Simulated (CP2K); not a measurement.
CdSe:

```
CELL_PARAMETERS angstrom
4.34202 0.00000 0.00000
2.17101 3.76030 0.00000
2.17101 1.25343 3.54524
ATOMIC_POSITIONS crystal
Cd 0.00000 0.00000 0.00000
Se 0.25000 0.25000 0.25000
```

Measurements of this composition are mostly on another form, of space group No. 186.

Base run:

- Program: CP2K 2026.2
- Functional: PBEsol
- Potentials or basis: POTENTIAL_UZH Cd GTH-PBE-q12, Se GTH-PBE-q6; TZVP-MOLOPT-PBE-GTH basis
- Density cutoff: 9184 eV
- k mesh: 8 × 8 × 8
- Occupations: fermi-dirac, width 0.05 eV
- Spin: no spin polarisation

Its results: band gap on the k mesh 0.39 eV, direct; pressure -0.4 GPa.

Q: The run is repeated on the same cell with these changes: functional from PBEsol to PBE. What comes out?

A: Band gap on the k mesh 0.55 eV, direct; pressure 1.8 GPa.

PBE binds less tightly than PBEsol, so the same cell stands under more pressure.

Caveats: the basis of atomic orbitals isn't converged, which shifts pressures, moduli and gaps; the potentials were made for another functional, which shifts forces and pressure (some runs).

A k mesh can miss the band edges.

Not every run made on this cell is shown here.
